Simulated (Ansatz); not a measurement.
Co (space group Fm-3m) relaxed with several functionals in Ansatz (plane waves to 420 eV, scalar-relativistic PAW, no spin-orbit coupling, symmetry kept). The database cell has 11.13 Å³/atom; its temperature or method isn't stated, so the comparison with it is no error of the functional. Collinear spin.

| functional | conventional cell | V (Å³/atom) | against the database cell (%) | gap on mesh (eV) | largest moment (μB) |
| --- | --- | --- | --- | --- | --- |
| PBE | a = 3.520 Å, b = 3.520 Å, c = 3.520 Å, α = 90.00°, β = 90.00°, γ = 90.00° | 10.91 | -2.0 | 0.00 | 1.71 |
| PBEsol | a = 3.468 Å, b = 3.468 Å, c = 3.468 Å, α = 90.00°, β = 90.00°, γ = 90.00° | 10.43 | -6.3 | 0.00 | 1.68 |
| PBE+D3(BJ) | a = 3.487 Å, b = 3.487 Å, c = 3.487 Å, α = 90.00°, β = 90.00°, γ = 90.00° | 10.60 | -4.8 | 0.00 | 1.70 |

This fcc form isn't the element's structure at ambient conditions.